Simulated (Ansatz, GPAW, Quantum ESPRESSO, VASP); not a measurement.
One calculation of W, 4 ways

```xyz
1
Lattice="-1.5823 1.5823 1.5823 1.5823 -1.5823 1.5823 1.5823 1.5823 -1.5823" Properties=species:S:1:pos:R:3 pbc="T T T"
W     0.0000    0.0000    0.0000
```

Alike in all runs: task band structure; functional RPBE; k mesh 12 × 12 × 12; occupations fermi-dirac, width 0.05 eV; no spin polarisation; no spin-orbit coupling. Pressure is positive in compression and, in plane waves, holds the error of the finite cutoff.

```tsv
program and potentials	plane-wave cutoff (eV)	notes	pressure (GPa)
Quantum ESPRESSO, SG15 PBE 1.2	1020	potentials made for PBE; 28 valence electrons an atom on average	15.38
Ansatz, all-electron LAPW, scalar-relativistic	-	-	9.77
VASP, PBE PAW files W_sv, 520 eV	520	potentials made for PBE; 14 valence electrons an atom on average	10.27
GPAW, the program's PAW data sets (release 1.2.1) made for this functional	600	14 valence electrons an atom on average	9.87
```

The pressure spans 9.77 (Ansatz, all-electron LAPW, scalar-relativistic) to 15.38 GPa (Quantum ESPRESSO, SG15 PBE 1.2), with all-electron results at 9.77. The cell lies far from this level's equilibrium. The pressure on the cell as given of Quantum ESPRESSO, SG15 PBE 1.2 lies far from the others; the cause wasn't traced.

Differences between rows come from potentials, basis sets and numerical settings, since the functional is the same but for its coding. Runs on potential files found faulty are left out.
